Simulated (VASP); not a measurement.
A run of VASP 6.6.1 is set up as follows.

File INCAR:

```
SYSTEM = H
PREC = Accurate
ENCUT = 520
EDIFF = 1E-7
ISMEAR = 0
SIGMA = 0.02
LREAL = .FALSE.
LASPH = .TRUE.
NELM = 60
ALGO = Normal
ISIF = 2
LWAVE = .FALSE.
LCHARG = .FALSE.
GGA = PE
NBANDS = 10
```

Contents of KPOINTS:

```
regular mesh
0
G
  8 8 4
  0 0 0
```

Contents of POSCAR:

```
H
1.0
    1.6485318600     -2.7316882300      0.0000000000
    1.6485318600      2.7316882300      0.0000000000
    0.0000000000      0.0000000000      6.3137686200
H
4
Direct
    0.5678085000      0.4321915000      0.9995149500
    0.4321915000      0.5678085000      0.0004850500
    0.4321915000      0.5678085000      0.4995149500
    0.5678085000      0.4321915000      0.5004850500
```

Potentials or basis: VASP PAW PBE potentials, release 64 (H).

Run with:

```console
$ cat potpaw_PBE.64/H/POTCAR > POTCAR
$ mpirun -np 1 vasp_std > vasp.out
```

**Question.** What does it give for the pressure?

**Answer.** 0.5 GPa.

**Question.** Predict the largest force.

**Answer.** 0.305 eV/Å.

**Question.** Estimate the band gap on the k mesh.

**Answer.** 8.32 eV.

Stress tensor (GPa, compression positive):
```
0.11 0.00 0.00
0.00 1.27 0.00
0.00 0.00 0.07
```

A k mesh can miss the band edges.
